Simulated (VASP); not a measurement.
# Fe2O3 (Hematite) (R-3c) in VASP: electric field gradients with PBEsol+U

Aim: the electric field gradients of Fe2O3 (Hematite) with PBEsol+U.

Everything below comes from runs of VASP 6.6.1. Logs are shortened: lines on timing, memory, paths and dates and some standing lists are left out, and cuts for length are marked.

## (1) The structure

The structure is trigonal, space group R-3c (No. 167). The conventional cell has a = 5.038 Å, b = 5.038 Å, c = 13.772 Å, α = 90.00°, β = 90.00°, γ = 120.00°. Around Fe (site symmetry 3) lie 6 O at 1.95 to 2.12 Å. O (site symmetry 2) has 4 Fe at 1.95 to 2.12 Å as nearest neighbours.

## (2) Electric field gradients, PBEsol+U, collinear spin, ferromagnetic start

Input file INCAR:

```
PREC = Accurate ; ENCUT = 520
EDIFF = 1E-7 ; ISMEAR = -1
SIGMA = 0.05 ; LREAL = F
LASPH = T ; NELM = 150
ALGO = Normal ; ISIF = 2
LWAVE = F ; LCHARG = F
ISPIN = 2 ; MAGMOM = 5 5 5 5 0 0 0 0 0 0
LORBIT = 11 ; LMAXMIX = 4
LDAU = T ; LDAUTYPE = 2
LDAUL = 2 -1 ; LDAUU = 4 0
LDAUJ = 0 0 ; LDAUPRINT = 1
GGA = PS ; LEFG = T
```

Input file KPOINTS:

```
regular mesh
0
Gamma
  8 8 8
```

Input file POSCAR:

```
Fe2O3
1.0
    2.5190000000      1.4543453281      4.5906666667
   -2.5190000000      1.4543453281      4.5906666667
    0.0000000000     -2.9086906562      4.5906666667
Fe O
4 6
Direct
    0.3553000000      0.3553000000      0.3553000000
    0.1447000000      0.1447000000      0.1447000000
    0.6447000000      0.6447000000      0.6447000000
    0.8553000000      0.8553000000      0.8553000000
    0.5559000000      0.9441000000      0.2500000000
    0.2500000000      0.5559000000      0.9441000000
    0.9441000000      0.2500000000      0.5559000000
    0.4441000000      0.0559000000      0.7500000000
    0.7500000000      0.4441000000      0.0559000000
    0.0559000000      0.7500000000      0.4441000000
```

Potentials or basis: VASP PAW PBE potentials, release 64 (Fe, O).

On the command line:

```
$ cat potpaw_PBE.64/Fe/POTCAR potpaw_PBE.64/O/POTCAR > POTCAR
$ mpirun -np 1 vasp_std > vasp.out
```

OUTCAR:

```text
PREC = Accurate
   ENCUT = 520
   EDIFF = 1E-7
   ISMEAR = -1
   LREAL = F
   LASPH = T
   NELM = 150
   ISIF = 2
   ISPIN = 2
   LORBIT = 11
   GGA = PS

 ion  position               nearest neighbor table
   1  0.355  0.355  0.355-  10 1.95   8 1.95   9 1.95   5 2.12   7 2.12   6 2.12   2 2.90   3 2.97
                             3 2.97   3 2.97
   2  0.145  0.145  0.145-   9 1.95   8 1.95  10 1.95   5 2.12   7 2.12   6 2.12   1 2.90   4 2.97
                             4 2.97   4 2.97
   3  0.645  0.645  0.645-   7 1.95   5 1.95   6 1.95   8 2.12   9 2.12  10 2.12   4 2.90   1 2.97
                             1 2.97   1 2.97
   4  0.855  0.855  0.855-   6 1.95   5 1.95   7 1.95   8 2.12   9 2.12  10 2.12   3 2.90   2 2.97
                             2 2.97   2 2.97
   5  0.556  0.944  0.250-   3 1.95   4 1.95   1 2.12   2 2.12
   6  0.250  0.556  0.944-   4 1.95   3 1.95   1 2.12   2 2.12
   7  0.944  0.250  0.556-   3 1.95   4 1.95   1 2.12   2 2.12
   8  0.444  0.056  0.750-   1 1.95   2 1.95   3 2.12   4 2.12
   9  0.750  0.444  0.056-   2 1.95   1 1.95   3 2.12   4 2.12
  10  0.056  0.750  0.444-   1 1.95   2 1.95   3 2.12   4 2.12

  LATTYP: Found a trigonal (rhomboedric) cell.
 ALAT       =     5.4345838643
 COS(alpha) =     0.5703114900

  Lattice vectors:

 A1 = (   2.5190000000,   1.4543453281,   4.5906666667)
 A2 = (  -2.5190000000,   1.4543453281,   4.5906666667)
 A3 = (   0.0000000000,  -2.9086906562,   4.5906666667)

Analysis of symmetry for initial positions (statically):
=====================================================================
 Subroutine PRICEL returns:
 Original cell was already a primitive cell.

 Routine SETGRP: Setting up the symmetry group for a
 trigonal (rhombohedral) supercell.

 Subroutine GETGRP returns: Found 12 space group operations
 (whereof  6 operations were pure point group operations)
 out of a pool of 12 trial point group operations.

The static configuration has the point symmetry S_6 .
 The point group associated with its full space group is D_3d.

Analysis of symmetry for dynamics (positions and initial velocities):
=====================================================================
 Subroutine PRICEL returns:
 Original cell was already a primitive cell.

 Routine SETGRP: Setting up the symmetry group for a
 trigonal (rhombohedral) supercell.

 Subroutine GETGRP returns: Found 12 space group operations
 (whereof  6 operations were pure point group operations)
 out of a pool of 12 trial point group operations.

The dynamic configuration has the point symmetry S_6 .
 The point group associated with its full space group is D_3d.

Analysis of structural, dynamic, and magnetic symmetry:
=====================================================================
 Subroutine PRICEL returns:
 Original cell was already a primitive cell.

 Routine SETGRP: Setting up the symmetry group for a
 trigonal (rhombohedral) supercell.

 Subroutine GETGRP returns: Found 12 space group operations
 (whereof  6 operations were pure point group operations)
 out of a pool of 12 trial point group operations.

The overall configuration has the point symmetry S_6 .
 The point group associated with its full space group is D_3d.

 Subroutine INISYM returns: Found 12 space group operations
 (whereof  6 operations are pure point group operations),
 and found     1 'primitive' translations

----------------------------------------------------------------------------------------

                                     Primitive cell

  volume of cell :     100.9073

  direct lattice vectors                    reciprocal lattice vectors
     2.519000000  1.454345328  4.590666667     0.198491465  0.114599101  0.072611095
    -2.519000000  1.454345328  4.590666667    -0.198491465  0.114599101  0.072611095
     0.000000000 -2.908690656  4.590666667     0.000000000 -0.229198201  0.072611095

  length of vectors
     5.434583864  5.434583864  5.434583864     0.240425012  0.240425012  0.240425012

  position of ions in fractional coordinates (direct lattice)
     0.355300000  0.355300000  0.355300000
     0.144700000  0.144700000  0.144700000
     0.644700000  0.644700000  0.644700000
     0.855300000  0.855300000  0.855300000
     0.555900000  0.944100000  0.250000000
     0.250000000  0.555900000  0.944100000
     0.944100000  0.250000000  0.555900000
     0.444100000  0.055900000  0.750000000
     0.750000000  0.444100000  0.055900000
     0.055900000  0.750000000  0.444100000

  ion indices of the primitive-cell ions
   primitive index   ion index
                 1           1
                 2           2
                 3           3
                 4           4
                 5           5
[... 246 lines left out ...]
  o =  0.9841  v =  0.0000 -0.0000 -1.0000  0.0000 -0.0000  0.0000  0.0000  0.0000  0.0000  0.0000      0.0000  0.0000  0.0000  0.0000  0.0000  0.0000  0.0000  0.0000  0.0000  0.0000
  o =  1.0544  v =  0.0931  0.0000 -0.0000 -0.7757 -0.6242  0.0000  0.0000  0.0000  0.0000  0.0000      0.0000  0.0000  0.0000  0.0000  0.0000  0.0000  0.0000  0.0000  0.0000  0.0000
  o =  1.0544  v = -0.6242  0.7757 -0.0000  0.0000 -0.0931  0.0000  0.0000  0.0000  0.0000  0.0000      0.0000  0.0000  0.0000  0.0000  0.0000  0.0000  0.0000  0.0000  0.0000  0.0000

 number of electron      67.9999996 magnetization      19.9999369

 Free energy of the ion-electron system (eV)
  ---------------------------------------------------
  ext. energy  EPLUGINS =         0.00000000
  ---------------------------------------------------
  free energy    TOTEN  =       -71.57566935 eV

  energy without entropy =      -71.57566349  energy(sigma->0) =      -71.57566642

 E-fermi :   4.2503     XC(G=0): -11.8662

 val. band max:        3.8059765968   @ k =   0.0000   0.0000   0.0000
 cond. band min:       4.7659233471   @ k =  -0.3750   0.2500  -0.0000
 fundamental gap:      0.9599467503
 Fermi energy:         4.2503200244

 spin component 1

 k-point     1 :       0.0000    0.0000    0.0000
  band No.  band energies     occupation
      1     -15.4439      1.00000
      2     -13.9569      1.00000
      3     -13.9569      1.00000
      4     -13.8589      1.00000
      5     -13.8089      1.00000
      6     -13.8089      1.00000
[... 2345 lines left out ...]
     45      10.5801      0.00000
     46      13.4142      0.00000

 [... further k-points ...]

 [bands above 46 left out]

------------------------ aborting loop because EDIFF is reached ----------------------------------------

  FORCE on cell =-STRESS in cart. coord.  units (eV):
  Direction    XX          YY          ZZ          XY          YZ          ZX
  --------------------------------------------------------------------------------------
  -------------------------------------------------------------------------------------
  Total        1.7865063      1.7865063     -0.4351920     -0.0000000     -0.0000000      0.0000000
  in kB       28.3656285     28.3656285     -6.9098519     -0.0000000     -0.0000000      0.0000000
  external PRESSURE =      16.6071350 kB  Pullay stress =       0.0000000 kB

 VOLUME and BASIS-vectors are now :
 -----------------------------------------------------------------------------
  energy-cutoff  :      520.00
  volume of cell :      100.91
      direct lattice vectors                 reciprocal lattice vectors
     2.519000000  1.454345328  4.590666667     0.198491465  0.114599101  0.072611095
    -2.519000000  1.454345328  4.590666667    -0.198491465  0.114599101  0.072611095
     0.000000000 -2.908690656  4.590666667     0.000000000 -0.229198201  0.072611095

 POSITION                                       TOTAL-FORCE (eV/Angst)
 -----------------------------------------------------------------------------------
      0.00000      0.00000      4.89319        -0.000000      0.000000     -0.353538
      0.00000      0.00000      1.99281        -0.000000      0.000000      0.353538
      0.00000      0.00000      8.87881        -0.000000      0.000000      0.353538
      0.00000      0.00000     11.77919        -0.000000      0.000000     -0.353538
     -0.97788      1.45435      8.03367        -0.173934      0.000000      0.000000
     -0.77056     -1.57404      8.03367         0.086967     -0.150632      0.000000
      1.74844      0.11969      8.03367         0.086967      0.150632      0.000000
      0.97788     -1.45435      5.73833         0.173934      0.000000      0.000000
      0.77056      1.57404      5.73833        -0.086967      0.150632      0.000000
     -1.74844     -0.11969      5.73833        -0.086967     -0.150632      0.000000
 -----------------------------------------------------------------------------------
    total drift:                               -0.000000     -0.000000     -0.000000

  FREE ENERGIE OF THE ION-ELECTRON SYSTEM (eV)
  ---------------------------------------------------
  free  energy   TOTEN  =       -71.5756693523 eV

  energy  without entropy=      -71.5756634916  energy(sigma->0) =      -71.57566642

 Electric field gradients (V/A^2)
---------------------------------------------------------------------
 ion       V_xx      V_yy      V_zz      V_xy      V_xz      V_yz
---------------------------------------------------------------------
   1     -11.574   -11.574    23.148    -0.000    -0.000    -0.000
   2     -11.574   -11.574    23.148    -0.000     0.000    -0.000
   3     -11.574   -11.574    23.148    -0.000    -0.000    -0.000
   4     -11.574   -11.574    23.148    -0.000     0.000    -0.000
   5       7.668    -6.385    -1.283     0.000     0.000   -25.740
   6      -2.872     4.155    -1.283    -6.085    22.291    12.870
   7      -2.872     4.155    -1.283     6.085   -22.291    12.870
   8       7.668    -6.385    -1.283     0.000    -0.000   -25.740
   9      -2.872     4.155    -1.283    -6.085    22.291    12.870
  10      -2.872     4.155    -1.283     6.085   -22.291    12.870
---------------------------------------------------------------------

 Electric field gradients after diagonalization (V/A^2)
 (convention: |V_zz| > |V_xx| > |V_yy|)
----------------------------------------------------------------------
 ion       V_xx      V_yy      V_zz     asymmetry (V_yy - V_xx)/ V_zz
----------------------------------------------------------------------
   1     -11.574   -11.574    23.148       0.000
   2     -11.574   -11.574    23.148       0.000
   3     -11.574   -11.574    23.148       0.000
   4     -11.574   -11.574    23.148       0.000
   5      22.032     7.668   -29.700       0.484
   6      22.032     7.668   -29.700       0.484
   7      22.032     7.668   -29.700       0.484
   8      22.032     7.668   -29.700       0.484
   9      22.032     7.668   -29.700       0.484
  10      22.032     7.668   -29.700       0.484
----------------------------------------------------------------------

           NMR quadrupolar parameters

 Cq : quadrupolar parameter    Cq=e*Q*V_zz/h
 eta: asymmetry parameters     (V_yy - V_xx)/ V_zz
 Q  : nuclear electric quadrupole moment in mb (millibarn)
----------------------------------------------------------------------
 ion       Cq(MHz)       eta       Q (mb)
----------------------------------------------------------------------
   1       0.056       0.000       1.000
   2       0.056       0.000       1.000
   3       0.056       0.000       1.000
   4       0.056       0.000       1.000
   5      -0.072       0.484       1.000
   6      -0.072       0.484       1.000
   7      -0.072       0.484       1.000
   8      -0.072       0.484       1.000
   9      -0.072       0.484       1.000
  10      -0.072       0.484       1.000
----------------------------------------------------------------------

 total charge

# of ion       s       p       d       tot
------------------------------------------
    1        0.391   0.565   5.815   6.771
    2        0.391   0.565   5.815   6.771
    3        0.391   0.565   5.815   6.771
    4        0.391   0.565   5.815   6.771
    5        1.554   3.473   0.000   5.028
    6        1.554   3.473   0.000   5.028
    7        1.554   3.473   0.000   5.028
    8        1.554   3.473   0.000   5.028
    9        1.554   3.473   0.000   5.028
   10        1.554   3.473   0.000   5.028
--------------------------------------------------
tot         10.890  23.100  23.262  57.251

 magnetization (x)

# of ion       s       p       d       tot
------------------------------------------
    1        0.026   0.045   4.265   4.337
    2        0.026   0.045   4.265   4.337
    3        0.026   0.045   4.265   4.337
    4        0.026   0.045   4.265   4.337
    5        0.022   0.348   0.000   0.370
    6        0.022   0.348   0.000   0.370
    7        0.022   0.348   0.000   0.370
    8        0.022   0.348   0.000   0.370
    9        0.022   0.348   0.000   0.370
   10        0.022   0.348   0.000   0.370
--------------------------------------------------
tot          0.233   2.271  17.062  19.566
```

It took 11 min on 1 thread of Intel Xeon 6975P-C (Granite Rapids), shared host; peak memory 0.59 GiB.

Results:

| Item | Value |
| --- | --- |
| Free energy | -71.5757 eV |
| Pressure | 1.7 GPa |
| Largest force | 0.354 eV/Å |
| Band gap on the k mesh | 0.96 eV, indirect (least direct gap 1.23 eV) |
| Net moment | 20.00 μB per cell |
| Site moments | Fe +4.34; O +0.37 μB |
| Valence electrons inside the program's atomic spheres | Fe 6.77; O 5.03 |

Forces on the atoms (eV/Å):
```
Fe   0.000  0.000 -0.354
Fe   0.000  0.000  0.354
Fe   0.000  0.000  0.354
Fe   0.000  0.000 -0.354
O   -0.174  0.000  0.000
O    0.087 -0.151  0.000
O    0.087  0.151  0.000
O    0.174  0.000  0.000
O   -0.087  0.151  0.000
O   -0.087 -0.151  0.000
```

Electric field gradients, principal values (V/Å²):
```tsv
atom	Vxx	Vyy	Vzz
1 Fe	-11.574	-11.574	23.148
2 Fe	-11.574	-11.574	23.148
3 Fe	-11.574	-11.574	23.148
4 Fe	-11.574	-11.574	23.148
5 O	7.668	22.032	-29.700
6 O	7.668	22.032	-29.700
7 O	7.668	22.032	-29.700
8 O	7.668	22.032	-29.700
9 O	7.668	22.032	-29.700
10 O	7.668	22.032	-29.700
```

Eigenvalues of the final occupation matrices:
| site | spin | trace | eigenvalues |
| --- | --- | --- | --- |
| site 1 d | 1 | 5.06 | 0.98 0.98 0.98 1.05 1.05 |
| site 1 d | 2 | 0.79 | 0.07 0.07 0.09 0.28 0.28 |
| site 2 d | 1 | 5.06 | 0.98 0.98 0.98 1.05 1.05 |
| site 2 d | 2 | 0.79 | 0.07 0.07 0.09 0.28 0.28 |
| site 3 d | 1 | 5.06 | 0.98 0.98 0.98 1.05 1.05 |
| site 3 d | 2 | 0.79 | 0.07 0.07 0.09 0.28 0.28 |
| site 4 d | 1 | 5.06 | 0.98 0.98 0.98 1.05 1.05 |
| site 4 d | 2 | 0.79 | 0.07 0.07 0.09 0.28 0.28 |

Caveat: the PAW data sets were made with another functional, which shifts forces and pressure a little; only a ferromagnetic start was run, and an antiferromagnetic order may lie lower in energy.
